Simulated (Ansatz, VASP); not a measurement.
Two plane-wave programs on CdF2

File INCAR:

```
PREC = Accurate
ENCUT = 520
EDIFF = 1E-6
ISMEAR = 0
SIGMA = 0.05
LREAL = False
LASPH = True
NELM = 80
ALGO = Normal
ISIF = 2
LWAVE = False
LCHARG = False
GGA = PS
NBANDS = 20
```

KPOINTS

```
regular mesh
0
Gamma
  8 8 8
```

The input POSCAR:

```
CdF2
1.0
    0.0000000000      2.6940000000      2.6940000000
    2.6940000000      0.0000000000      2.6940000000
    2.6940000000      2.6940000000      0.0000000000
Cd F
1 2
Direct
    0.0000000000      0.0000000000      0.0000000000
    0.2500000000      0.2500000000      0.2500000000
    0.7500000000      0.7500000000      0.7500000000
```

Input for Ansatz:

```yaml
crystal:
  lattice:
    - [0.0, 2.694, 2.694]
    - [2.694, 0.0, 2.694]
    - [2.694, 2.694, 0.0]
  atoms:
    - { symbol: Cd, position: [0.0, 0.0, 0.0] }
    - { symbol: F, position: [0.25, 0.25, 0.25] }
    - { symbol: F, position: [0.75, 0.75, 0.75] }
basis:
  ecutwfc: 420
kpoints:
  mp_grid: { grid: [8, 8, 8] }
hamiltonian:
  xc: pbesol
scf:
  occupations: { method: gaussian, width: 0.05 }
output:
  forces: true
  stress: true
  eigenvalues: true
```

Alike in both runs: task single point; functional PBEsol; k mesh 8 × 8 × 8; occupations gaussian, width 0.05 eV; no spin polarisation.

|  | VASP | Ansatz |
| --- | --- | --- |
| version | VASP 6.6.1 | Ansatz 0.2.0 |
| potentials or method | VASP PAW PBE potentials, release 64 (Cd, F) | scalar-relativistic, plane waves, PAW |
| plane-wave cutoff (eV) | 520 | 420 |
| valence electrons in the cell | 26 | 34 |

```tsv
	VASP	Ansatz	Ansatz less VASP
gap on the k mesh at the Fermi level (eV)	2.90	2.94	+0.032
least direct gap on the mesh (eV)	3.39	3.42	+0.031
pressure (GPa)	0.5	-0.2	-0.78
```

With one functional, cell and mesh, what is left measures potentials, basis and numerics. The two sets of potentials don't hold the same shells in valence.

Caveats: the PAW data sets were made with another functional, which shifts forces and pressure a little (VASP). Expect the measured gap to be larger: semilocal functionals such as PBEsol lack the derivative discontinuity. A k mesh can miss the band edges.
